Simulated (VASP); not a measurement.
**BAs (zincblende): a PBEsol single-point calculation in VASP**

INCAR

```
LWAVE = .FALSE.
IBRION = -1
NBANDS = 11
ENCUT = 520
SIGMA = 0.01
ISIF = 2
NSW = 0
PREC = Accurate
NELM = 120
EDIFF = 1E-7
ISMEAR = 0
LASPH = .TRUE.
LCHARG = .FALSE.
GGA = PS
LREAL = .FALSE.
```

KPOINTS

```
KPOINTS created by Atomic Simulation Environment
0
Gamma
10 10 10
0 0 0
```

KPOINTS_OPT

```
special points
7
Reciprocal
0.0000000000 0.0000000000 0.0000000000 1
0.5000000000 0.0000000000 0.5000000000 1
0.5000000000 0.2500000000 0.7500000000 1
0.3750000000 0.3750000000 0.7500000000 1
0.5000000000 0.5000000000 0.5000000000 1
0.6250000000 0.2500000000 0.6250000000 1
0.0000000000 0.4000000000 0.4000000000 1
```

POSCAR

```
B  As
 1.0000000000000000
     0.0000000000000000    2.3918676084804957    2.3918676084804957
     2.3918676084804957    0.0000000000000000    2.3918676084804957
     2.3918676084804957    2.3918676084804957    0.0000000000000000
 B   As
   1   1
Cartesian
  0.0000000000000000 -0.0000000000000000 -0.0000000000000000
  1.1959338042402479  1.1959338042402479  1.1959338042402479
```

VASP ran with the recommended PBE PAW datasets (8 valence electrons in the cell).

From OUTCAR

```
k-points           NKPTS =     47   k-points in BZ     NKDIM =     47   number of bands    NBANDS=     11

   NELECT =       8.0000    total number of electrons

   dimension x,y,z NGX =    28 NGY =   28 NGZ =   28
   dimension x,y,z NGXF=    56 NGYF=   56 NGZF=   56

  energy-cutoff  :      520.00
  volume of cell :       27.37
      direct lattice vectors                 reciprocal lattice vectors
     0.000000000  2.391867608  2.391867608    -0.209041670  0.209041670  0.209041670
     2.391867608  0.000000000  2.391867608     0.209041670 -0.209041670  0.209041670
     2.391867608  2.391867608  0.000000000     0.209041670  0.209041670 -0.209041670

 k-points in reciprocal lattice and weights: KPOINTS created by Atomic Simulation Env
   0.00000000  0.00000000  0.00000000       0.001
   0.10000000  0.00000000  0.00000000       0.008
   0.20000000  0.00000000  0.00000000       0.008
   0.30000000  0.00000000  0.00000000       0.008
   0.40000000  0.00000000  0.00000000       0.008
   0.50000000  0.00000000  0.00000000       0.004
   0.10000000  0.10000000  0.00000000       0.006
   0.20000000  0.10000000  0.00000000       0.024
   ...

 E-fermi :   6.0626

 k-point     1 :       0.0000    0.0000    0.0000
  band No.  band energies     occupation
      1      -9.4010      2.00000
      2       5.9975      2.00000
      3       5.9975      2.00000
      4       5.9975      2.00000
      5       9.2321      0.00000
      6       9.2321      0.00000
      7       9.2321      0.00000
      8      10.6256      0.00000
      9      15.3234      0.00000
     10      18.9108      0.00000
     11      18.9108      0.00000

 k-point     2 :       0.1000    0.0000    0.0000
  band No.  band energies     occupation
      1      -9.2371      2.00000
      2       4.5943      2.00000
      3       5.6942      2.00000
      4       5.6942      2.00000
      5       9.3686      0.00000
      6       9.6308      0.00000
      7       9.6308      0.00000
      8      11.5037      0.00000
      9      15.9773      0.00000
     10      17.7991      0.00000
     11      17.7991      0.00000

 k-point     3 :       0.2000    0.0000    0.0000
  band No.  band energies     occupation
      1      -8.7535      2.00000
      2       2.2245      2.00000
      3       5.1186      2.00000
      4       5.1186      2.00000
      5       9.1450      0.00000
      6      10.3463      0.00000
      7      10.3463      0.00000
      8      13.1116      0.00000
      9      16.9898      0.00000
     10      17.0705      0.00000
     11      17.0705      0.00000

 k-point     4 :       0.3000    0.0000    0.0000
  band No.  band energies     occupation
      1      -7.9864      2.00000
      2      -0.0680      2.00000
      3       4.6110      2.00000
      4       4.6110      2.00000
      5       8.8709      0.00000
      6      10.7412      0.00000
      7      10.7412      0.00000
      8      14.3431      0.00000
      9      17.1225      0.00000
     10      17.5182      0.00000
     11      17.5182      0.00000

 k-point     5 :       0.4000    0.0000    0.0000
  band No.  band energies     occupation
      1      -7.0684      2.00000
      2      -1.9433      2.00000
      3       4.2859      2.00000
      4       4.2859      2.00000
      5       8.6885      0.00000
      6      10.7599      0.00000
      7      10.7599      0.00000
      8      14.7072      0.00000
      9      17.8629      0.00000
     10      19.0401      0.00000
     11      19.0401      0.00000

 k-point     6 :       0.5000    0.0000    0.0000
  band No.  band energies     occupation
      1      -6.5318      2.00000
      2      -2.8044      2.00000
      3       4.1753      2.00000
      4       4.1753      2.00000
      5       8.6266      0.00000
      6      10.7188      0.00000
      7      10.7188      0.00000
      8      14.6952      0.00000
      9      18.5208      0.00000
     10      20.4639      0.00000
     11      20.4639      0.00000

 k-point     7 :       0.1000    0.1000    0.0000
  band No.  band energies     occupation
      1      -9.1822      2.00000
      2       4.9997      2.00000
      3       5.1586      2.00000
      4       5.1586      2.00000
      5       8.7145      0.00000
      6      10.3060      0.00000
      7      10.3060      0.00000
      8      11.3892      0.00000
      9      16.2058      0.00000
     10      16.5287      0.00000
     11      19.1493      0.00000

 k-point     8 :       0.2000    0.1000    0.0000
  band No.  band energies     occupation
      1      -8.8043      2.00000
      2       2.9909      2.00000
      3       4.5279      2.00000
      4       4.8814      2.00000
      5       8.8408      0.00000
      6      10.5110      0.00000
      7      11.1788      0.00000
      8      12.3424      0.00000
      9      15.9273      0.00000
     10      17.3784      0.00000
     11      18.5929      0.00000

 k-point     9 :       0.3000    0.1000    0.0000
  band No.  band energies     occupation
      1      -8.1274      2.00000
      2       0.7163      2.00000
      3       4.0541      2.00000
      4       4.2940      2.00000
      5       9.1888      0.00000
      6      10.5389      0.00000
      7      11.6720      0.00000
      8      13.0761      0.00000
      9      16.5945      0.00000
     10      18.0297      0.00000
     11      18.6765      0.00000

 k-point    10 :       0.4000    0.1000    0.0000
  band No.  band energies     occupation
      1      -7.2364      2.00000
      2      -1.2941      2.00000
      3       3.7265      2.00000
      4       3.8215      2.00000
      5       9.1901      0.00000
      6      10.6110      0.00000
      7      11.6185      0.00000
      8      14.0682      0.00000
      9      17.2407      0.00000
     10      18.7603      0.00000
     11      19.8528      0.00000

 k-point    11 :       0.5000    0.1000    0.0000
  band No.  band energies     occupation
      1      -6.4752      2.00000
      2      -2.5791      2.00000
      3       3.3220      2.00000
      4       3.8485      2.00000
      5       9.1683      0.00000
      6      10.6413      0.00000
      7      11.3451      0.00000
      8      14.9281      0.00000
      9      17.8700      0.00000
     10      19.7371      0.00000
     11      20.5080      0.00000

 k-point    12 :      -0.4000    0.1000    0.0000
  band No.  band energies     occupation
      1      -6.6690      2.00000
      2      -2.2775      2.00000
      3       3.1408      2.00000
      4       4.1219      2.00000
      5       9.2514      0.00000
      6      10.8098      0.00000
      7      11.0959      0.00000
      8      14.9821      0.00000
      9      18.0024      0.00000
     10      18.5446      0.00000
     11      20.3116      0.00000

 k-point    13 :      -0.3000    0.1000    0.0000
  band No.  band energies     occupation
      1      -7.5481      2.00000
      2      -0.6671      2.00000
      3       3.2170      2.00000
      4       4.6007      2.00000
      5       9.4295      0.00000
      6      10.8319      0.00000
      7      11.0846      0.00000
      8      14.2084      0.00000
      9      16.7801      0.00000
     10      17.6471      0.00000
     11      19.8028      0.00000

 k-point    14 :      -0.2000    0.1000    0.0000
  band No.  band energies     occupation
      1      -8.3847      2.00000
      2       1.4563      2.00000
      3       3.5760      2.00000
      4       5.1976      2.00000
      5       9.6473      0.00000
      6      10.3262      0.00000
      7      11.0343      0.00000
      8      13.1966      0.00000
      9      16.0475      0.00000
     10      17.5104      0.00000
     11      18.5327      0.00000

 k-point    15 :      -0.1000    0.1000    0.0000
  band No.  band energies     occupation
      1      -8.9661      2.00000
      2       3.5401      2.00000
      3       4.3643      2.00000
      4       5.6974      2.00000
      5       9.6634      0.00000
      6       9.7001      0.00000
      7      10.3662      0.00000
      8      12.3504      0.00000
      9      16.4966      0.00000
     10      16.9002      0.00000
     11      17.6541      0.00000

 k-point    16 :       0.2000    0.2000    0.0000
  band No.  band energies     occupation
      1      -8.5339      2.00000
      2       3.0017      2.00000
      3       3.8573      2.00000
      4       3.8573      2.00000
      5       7.9156      0.00000
      6      11.2283      0.00000
      7      12.2860      0.00000
      8      12.2860      0.00000
      9      15.6453      0.00000
     10      18.3378      0.00000
     11      19.8649      0.00000

 ...

  Total       -0.0908342     -0.0908342     -0.0908342      0.0000000      0.0000000     -0.0000000
  in kB       -5.3176369     -5.3176369     -5.3176369      0.0000000      0.0000000     -0.0000000
  external PRESSURE =      -5.3176369 kB  Pullay stress =       0.0000000 kB

 POSITION                                       TOTAL-FORCE (eV/Angst)
 -----------------------------------------------------------------------------------
      0.00000      0.00000      0.00000        -0.000000     -0.000000     -0.000000
      1.19593      1.19593      1.19593         0.000000      0.000000      0.000000
 -----------------------------------------------------------------------------------
    total drift:                               -0.000000     -0.000000     -0.000000

  FREE ENERGIE OF THE ION-ELECTRON SYSTEM (eV)
  ---------------------------------------------------
  free  energy   TOTEN  =       -12.2037385164 eV

  energy  without entropy=      -12.2037385164  energy(sigma->0) =      -12.20373852
```

* gap between bands v and c: 1.08 eV
* least direct gap: 3.23 eV
* pressure: -0.5 GPa

Band v is the last that the valence electrons fill when counted band by band, and c is the next.
